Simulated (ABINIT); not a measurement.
Set up this calculation in ABINIT 10.8.3 (patched build), as the native input.

```yaml
Task: single point
Functional: r2SCAN
Potentials_or_basis: JTH PAW PBE v2.0
Cutoff: 653 eV
k_mesh: 8 × 8 × 4
Occupations: fermi-dirac, width 0.05 eV
Spin: no spin polarisation
Fine-grid_cutoff: 1251.72 eV
```

The system is SiC (Moissanite).

```xyz
4
Lattice="3.0760 0.0000 0.0000 -1.5380 2.6639 0.0000 0.0000 0.0000 5.0480" Properties=species:S:1:pos:R:3 pbc="T T T"
Si    1.5380    0.8880    2.5240
Si    0.0000    1.7759    0.0000
C     1.5380    0.8880    4.4675
C     0.0000    1.7759    1.9435
```

These files were run (other wordings do the same):

run.abi

```
# Pseudopotentials
pp_dirpath "./"
pseudos "Si.GGA_PBE-JTH.xml, C.GGA_PBE-JTH.xml"

# Structure
acell 5.8127975593 5.8127975593 9.5393374771
rprim
     1.0000000000     0.0000000000     0.0000000000
    -0.5000000000     0.8660254038     0.0000000000
     0.0000000000     0.0000000000     1.0000000000
ntypat 2
znucl 14 6
natom 4
typat 1 1 2 2
xred
     0.6666666667     0.3333333333     0.5000000000
     0.3333333333     0.6666666667     0.0000000000
     0.6666666667     0.3333333333     0.8850000000
     0.3333333333     0.6666666667     0.3850000000

# Plane-wave basis
ecut 24.0
pawecutdg 46.0

# k points
kptopt 1
ngkpt 8 8 4
nshiftk 1
shiftk 0.0 0.0 0.0

# Exchange and correlation
ixc -497498
usekden 1
pawxcdev 0

# Bands and occupations
nband 12
occopt 3
tsmear 0.00183747

# SCF cycle
nstep 100
tolvrs 1.0e-7

# Output
iomode 3
prtwf 0
prtden 0
prteig 0
prtebands 0
```

Potentials or basis: JTH PAW PBE v2.0.

Command:

```sh
$ abinit run.abi > log 2>&1
```

Results of the run:

```yaml
Pressure: 1.7 GPa
Largest_force: 0.780 eV/Å
Band_gap_on_the_k_mesh: 2.94 eV, indirect (least direct gap 4.57 eV)
Valence_electrons_inside_the_program's_atomic_spheres: Si 1.65; C 2.58
```

Caveat: the PAW data sets were made with another functional, which shifts forces and pressure a little.

It took 95 s on 1 thread of Arm Neoverse V1, on a shared host, peak memory 0.13 GiB.
